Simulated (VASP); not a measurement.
# Pt, self-consistent run: which settings are enough?

Pt, I4/mmm (no. 139), 1 atom in the cell. PBE; PAW potentials Pt (PBE set). VASP 6.6.1.

Wanted: stress within 0.2 GPa.

What the run is for: stress; Accuracy asked: standard.

POSCAR:
```
Pt
1.0
   -1.5842200000      1.5842200000      1.5683778000
    1.5842200000     -1.5842200000      1.5683778000
    1.5842200000      1.5842200000     -1.5683778000
Pt
1
Direct
    0.0000000000      0.0000000000      0.0000000000
```

The series start from Plane-wave cutoff (eV): 300; Smearing width (eV): 0.1; k-point mesh: 16 × 16 × 16; Precision mode (PREC): Accurate; Electronic threshold (eV): 1e-6; Bands in all (NBANDS): 14; Aspherical gradient terms in the spheres (LASPH): yes; Electronic algorithm: ALGO=Normal; Support grid and gradient cutoff: ADDGRID=False GGA_COMPAT=False; Density mixing: defaults. Each series keeps the choices made before it, and each single choice may use up half of a tolerance.

## Plane-wave cutoff (eV)

| Plane-wave cutoff (eV) | Stress, largest deviation (GPa) | SCF iterations | Time (s) |
|---|---|---|---|
| 180 | 68.57 | 12 | 6.7 |
| 230 | 4.27 | 11 | 9.7 |
| 260 | 0.13 | 11 | 8.9 |
| 300 | 0.80 | 11 | 16 |
| 340 | 0.89 | 11 | 13 |
| 400 | 0.09 | 11 | 25 |
| 480 | 0.04 | 11 | 31 |
| 600 (reference) | 0.00 | 11 | 32 |

## Smearing width (eV)

| Smearing width (eV) | Stress, largest deviation (GPa) | SCF iterations | Time (s) |
|---|---|---|---|
| 0.4 | 0.11 | 11 | 24 |
| 0.3 | 0.06 | 11 | 26 |
| 0.2 | 0.09 | 11 | 25 |
| 0.15 | 0.05 | 11 | 25 |
| 0.1 | 0.03 | 11 | 25 |
| 0.05 (reference) | 0.00 | 11 | 28 |

## k-point mesh

| k-point mesh | Stress, largest deviation (GPa) | SCF iterations | Time (s) |
|---|---|---|---|
| 5 × 5 × 5 | 3.12 | 11 | 2.6 |
| 7 × 7 × 7 | 1.15 | 11 | 4.0 |
| 9 × 9 × 9 | 0.87 | 11 | 6.7 |
| 11 × 11 × 11 | 0.58 | 11 | 10 |
| 13 × 13 × 13 | 0.20 | 11 | 15 |
| 16 × 16 × 16 | 0.29 | 11 | 26 |
| 19 × 19 × 19 | 0.28 | 11 | 40 |
| 23 × 23 × 23 (reference) | 0.00 | 11 | 65 |

## Precision mode (PREC)

| Precision mode (PREC) | Stress, largest deviation (GPa) | SCF iterations | Time (s) |
|---|---|---|---|
| SingleN | 0.01 | 11 | 28 |
| Normal | 0.00 | 11 | 41 |
| Single | 0.01 | 11 | 72 |
| Accurate (reference) | 0.00 | 11 | 65 |

## Electronic threshold (eV)

| Electronic threshold (eV) | Stress, largest deviation (GPa) | SCF iterations | Time (s) |
|---|---|---|---|
| 0.001 | 0.26 | 9 | 25 |
| 0.0001 | 0.02 | 10 | 28 |
| 1e-5 | 0.02 | 10 | 28 |
| 1e-6 | 0.00 | 11 | 28 |
| 1e-7 | 0.00 | 11 | 31 |
| 1e-8 (reference) | 0.00 | 14 | 39 |

## Bands in all (NBANDS)

| Bands in all (NBANDS) | Stress, largest deviation (GPa) | SCF iterations | Time (s) |
|---|---|---|---|
| 6 | 0.03 | 10 | 9.5 |
| 7 | 0.01 | 10 | 12 |
| 9 | 0.00 | 10 | 15 |
| 11 | 0.01 | 10 | 18 |
| 14 | 0.01 | 10 | 28 |
| 23 (reference) | 0.00 | 10 | 43 |

## Aspherical gradient terms in the spheres (LASPH)

| Aspherical gradient terms in the spheres (LASPH) | Stress, largest deviation (GPa) | SCF iterations | Time (s) |
|---|---|---|---|
| yes | 0.00 | 10 | 9.5 |
| no | 0.01 | 10 | 8.9 |

## Electronic algorithm

| Electronic algorithm | Stress, largest deviation (GPa) | SCF iterations | Time (s) |
|---|---|---|---|
| ALGO=Normal | 0.00 | 10 | 9.5 |
| ALGO=Fast | 0.29 | 11 | 11 |
| ALGO=VeryFast | 0.08 | 17 | 13 |
| ALGO=All ISEARCH=1 | 0.07 | 10 | 11 |
| ALGO=All ISEARCH=0 | 0.07 | 10 | 10 |
| ALGO=Damped TIME=0.4 | 0.68 | 16 | 14 |
| ALGO=Damped TIME=0.1 | 1.14 | 24 | 18 |

## Support grid and gradient cutoff

| Support grid and gradient cutoff | Stress, largest deviation (GPa) | SCF iterations | Time (s) |
|---|---|---|---|
| ADDGRID=False GGA_COMPAT=False | 0.00 | 10 | 9.5 |
| ADDGRID=True GGA_COMPAT=False | 0.00 | 10 | 8.6 |
| ADDGRID=False GGA_COMPAT=True | 0.00 | 10 | 9.0 |

## Density mixing

| Density mixing | Stress, largest deviation (GPa) | SCF iterations | Time (s) |
|---|---|---|---|
| defaults | 0.00 | 10 | 9.5 |
| WC=0 | 0.07 | 10 | 9.7 |
| MIXPRE=0 | 0.05 | 10 | 11 |
| AMIN=0.01 | 0.00 | 10 | 10 |
| AMIX=0.8 | 0.01 | 10 | 9.7 |
| MIXPRE=2 | 0.02 | 10 | 11 |
| AMIX=0.1 | 0.12 | 10 | 12 |

## Question

The rows run from the loosest to the tightest (no order: aspherical gradient terms in the spheres, electronic algorithm, support grid and gradient cutoff, density mixing). For each series: choose the loosest value from which every tighter one stays within half of the tolerance; where there is no order, keep the first row unless others stay within half of the tolerance and take at least 30 % less time, and then take the fastest.

## Answer

- Plane-wave cutoff (eV): 400
- Smearing width (eV): 0.3
- k-point mesh: 23 × 23 × 23, the tightest run, since the next looser one is off by more than half of the tolerance (convergence isn't shown beyond it)
- Precision mode (PREC): SingleN
- Electronic threshold (eV): 0.0001
- Bands in all (NBANDS): 6
- Aspherical gradient terms in the spheres (LASPH): yes
- Electronic algorithm: ALGO=Normal
- Support grid and gradient cutoff: ADDGRID=False GGA_COMPAT=False
- Density mixing: defaults

## All choices together

| Input | Stress, largest deviation (GPa) | Time (s) |
|---|---|---|
| the program's defaults (naive) | 3.43 | 0.9 |
| chosen settings | 0.19 | 9.5 |
| reference settings throughout | 0.00 | 198 |

The chosen settings stay within the tolerance of the reference run, but the reference itself isn't shown to be converged in: k-point mesh.

Values of the reference run: Stress: 1.14, 0, 0, 0, 1.14, 0, 0, 0, 0.1222 GPa.

## The input

INCAR:
```
SYSTEM = Pt
GGA = PE ; ISMEAR = 1
SIGMA = 0.3 ; LWAVE = .False.
LCHARG = .False. ; ISIF = 2
PREC = SingleN ; LASPH = .True.
LREAL = .False. ; ALGO = Normal
EDIFF = 1E-4 ; NELM = 120
GGA_COMPAT = .False. ; ENCUT = 400
NBANDS = 6 ; ADDGRID = .False.
```

KPOINTS:
```
Automatic mesh
0
Gamma
  23 23 23
  0 0 0
```

Commands:
```
cat potpaw_PBE.64/Pt/POTCAR > POTCAR
mpirun -np 1 vasp_std > vasp.out
```

The chosen input took VASP 6.6.1 9.5 s on 1 core (Intel Xeon Platinum 8488C (Sapphire Rapids)), a shared host.

## An input that fails: tetrahedra on too few k points

VASP's message: IBZKPT: tetrahedron method fails for NKPT<4. NKPT = 1.

k mesh: 16 × 16 × 16 becomes 1 × 1 × 1.

Changes against the starting input:
```
- ISMEAR = 1
- NELM = 120
+ ISMEAR = -5
+ NELM = 62
```
